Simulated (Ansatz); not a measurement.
A run of Ansatz 0.2.0:

File input.yaml:

```yaml
crystal:
  lattice:
    - [3.777, 0.0, 0.0]
    - [-1.8885, 3.2709779501, 0.0]
    - [0.0, 0.0, 6.498]
  atoms:
    - { symbol: Te, position: [0.3333333333, 0.6666666667, 0.7372] }
    - { symbol: Te, position: [0.6666666667, 0.3333333333, 0.2628] }
    - { symbol: Ti, position: [0.0, 0.0, 0.0] }
kpoints:
  mp_grid: { grid: [8, 8, 4] }
scf:
  occupations: { method: fermi_dirac, width: 0.05 }
hamiltonian:
  xc: pbesol
  pseudopotentials: { kind: all_electron, lapw: { basis_error: 0.002 } }
output:
  forces: true
  stress: true
relax:
  f_tol: 0.02
  max_steps: 60
  cell: {}
```

Potentials or basis: all-electron LAPW, scalar-relativistic.

Command:

```sh
$ ansatz run input.yaml --threads 2 --pin off --max-ram 6144MiB --backend cpu --events-out ev --progress --plain --runs-dir out
```

Hardware: 2 threads of Arm Neoverse V2, with other jobs on the host.

Task: How long does it take, and how much memory?

Result: Wall time 37 s on 2 threads of Arm Neoverse V2 (shared host), peak memory 0.41 GiB. Counts: scf iterations 31, plane waves 665, k points 35, bands 36, ion steps 6.
